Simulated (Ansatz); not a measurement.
# A convergence test on SiC (F-43m): k mesh of the density

Wanted: the cheapest k mesh of the density that holds the PBE gap of SiC (F-43m).

Main program and level: Ansatz 0.2.0; DFT, PBE, plane waves, PAW.

Most raw output is cut from this account.

### Step 1. Set-up

It takes space group F-43m (No. 216, cubic). Conventional cell: a = 4.358 Å, b = 4.358 Å, c = 4.358 Å, α = 90.00°, β = 90.00°, γ = 90.00°. Si has 4 C at 1.89 Å nearest. C has 4 Si at 1.89 Å nearest. Farther neighbours are not listed.

The cell and positions come from the Crystallography Open Database and are kept as given unless a step says otherwise. The default PAW set here is soft_2. Its files were made with PBE.

### Step 2. k mesh of the density: 4×4×4

File input.yaml:

```yaml
crystal:
  lattice:
    - [0.0, 2.179, 2.179]
    - [2.179, 0.0, 2.179]
    - [2.179, 2.179, 0.0]
  atoms:
    - { symbol: Si, position: [0.0, 0.0, 0.0] }
    - { symbol: C, position: [0.25, 0.25, 0.25] }
kpoints:
  mp_grid: { grid: [4, 4, 4] }
  band_path:
    path:
      - [0.0, 0.0, 0.0]
      - [-0.5, -0.5, 0.0]
      - [-0.375, -0.375, 0.25]
      - [-0.375, 0.0, 0.375]
      - [0.0, 0.0, 0.5]
      - [-0.5, -0.25, 0.25]
    npoints: 1
hamiltonian:
  xc: pbe
scf:
  occupations: { method: fixed }
  n_extra_bands: 4
output:
  eigenvalues: true
  write_density: true
  write_potential: true
  elf: true
  volumetric_format: npy
```

Started as:

```console
> ansatz run input.yaml --threads 3 --pin off --max-ram 92160MiB --backend cuda --events-out ev --progress --plain --runs-dir out --devices 1 --max-vram 13GiB  # rebuilt from the run's record
```

Run time: 4 s. Hardware: 1 × NVIDIA H100 80GB HBM3 (shared by 6 runs) with 3 threads of AMD EPYC 7R13 (Zen 3), shared host; peak memory 0.86 GiB; 2.5 s of CPU time.

Numbers from this step:

```
gap                  : 1.312 eV
valence top at       : Γ
conduction bottom at : X
least direct gap     : 4.517 eV
```

The gap is indirect, with the least direct gap 3.20 eV higher.

### Step 3. k mesh of the density: 6×6×6

Changes to input.yaml since step 2:

```diff
@@ -9,3 +9,3 @@
 kpoints:
-  mp_grid: { grid: [4, 4, 4] }
+  mp_grid: { grid: [6, 6, 6] }
   band_path:
@@ -26,5 +26 @@
   eigenvalues: true
-  write_density: true
-  write_potential: true
-  elf: true
-  volumetric_format: npy
```

Run time: 3.6 s. Hardware: 1 × NVIDIA H100 80GB HBM3 (shared by 6 runs) with 3 threads; peak memory 0.85 GiB.

Numbers from this step:

```yaml
gap: 1.353 eV
valence_top_at: Γ
conduction_bottom_at: X
least_direct_gap: 4.542 eV
```

The gap is 1.353 eV, +0.041 eV from the run before at this level.

### Step 4. k mesh of the density: 10×10×10 (the default)

input.yaml, the sections that differ from step 3:

```yaml
kpoints:
  mp_grid: { grid: [10, 10, 10] }
  band_path:
    path:
      - [[0.0, 0.0, 0.0], [-0.5, -0.5, 0.0], [-0.375, -0.375, 0.25]]
      - [[-0.375, 0.0, 0.375], [0.0, 0.0, 0.0], [0.0, 0.0, 0.5], [-0.5, -0.25, 0.25], [-0.5, -0.5, 0.0]]
    npoints: 10
scf:
  occupations: { method: fermi_dirac, width: 0.02 }
  n_extra_bands: 4
output:
  eigenvalues: true
  write_density: true
  write_potential: true
  elf: true
  volumetric_format: npy
# crystal, hamiltonian: as in step 3
```

It took 4.1 s on 1 × NVIDIA H100 80GB HBM3 (shared by 6 runs) with 3 threads; peak memory 0.87 GiB.

This step gave:

```yaml
gap: 1.359 eV
valence_top_at: Γ
conduction_bottom_at: X
least_direct_gap: 4.546 eV
```

The gap is 1.359 eV, +0.006 eV from the run before at this level.

### Step 5. k mesh of the density: 14×14×14

input.yaml, the sections that differ from step 4:

```yaml
kpoints:
  mp_grid: { grid: [14, 14, 14] }
  band_path:
    path:
      - [0.0, 0.0, 0.0]
      - [-0.5, -0.5, 0.0]
      - [-0.375, -0.375, 0.25]
      - [-0.375, 0.0, 0.375]
      - [0.0, 0.0, 0.5]
      - [-0.5, -0.25, 0.25]
    npoints: 1
scf:
  occupations: { method: fixed }
  n_extra_bands: 4
output:
  eigenvalues: true
# crystal, hamiltonian: as in step 4
```

It took 3.7 s on 1 × NVIDIA H100 80GB HBM3 (shared by 6 runs) with 3 threads; peak memory 0.85 GiB; 3.8 s of CPU time.

This step gave:

```yaml
gap: 1.360 eV
valence_top_at: Γ
conduction_bottom_at: X
least_direct_gap: 4.546 eV
```

The gap is 1.360 eV, as in the run before at this level.

### Step 6. The series

Differences are against the last row; a negative gap means that bands overlap, and a run with a band path holds that path's time. Times are wall times on 1 × NVIDIA H100 80GB HBM3 (shared by 6 runs) with 3 threads of AMD EPYC 7R13 (Zen 3), shared host, good to a factor of about two.

| k mesh of the density | gap (eV) | direct gap (eV) | gap error (eV) | energy error (meV/atom) | irreducible k | time |
| --- | --- | --- | --- | --- | --- | --- |
| 4×4×4 | 1.312 | 4.517 | −0.047 | +62.9 | 8 | 4 s |
| 6×6×6 | 1.353 | 4.542 | −0.006 | +5.3 | 16 | 3.6 s |
| 10×10×10 | 1.359 | 4.546 | −0.0002 | +0.1 | 47 | 4.1 s |
| 14×14×14 | 1.360 | 4.546 | +0.000 | +0.0 | 104 | 3.7 s |

### Step 7. What came out

- 4×4×4: 1.312 eV
- 6×6×6: 1.353 eV
- 10×10×10: 1.359 eV
- 14×14×14: 1.360 eV

**Reading.** The gap holds to 0.02 eV from 6×6×6 on. At 4×4×4 the gap is off by −0.047 eV and the energy by +63 meV/atom. The gap is read over the mesh and added points near the edges, so meshes differ mainly through the density and, for a hybrid, the exchange operator.

[Paths, hosts, dates, memory and timing lines, banners, echoed tables and standing remarks are left out of the program output.]

[Logs are printed without paths, hosts, clocks, repeated set-up lines and the standing remarks that a program may print on its own settings, such as how far it seeks lower states.]

[Runs of the session that timed out or met a known fault of the program may be left out.]

[Cells called generated may have been cut or substituted from an entry of the Crystallography Open Database or the Materials Project.]

[Hosts, paths, dates, database ids (printed as entryN), source tags and the programs' standing remarks are cut or masked in the printed files.]
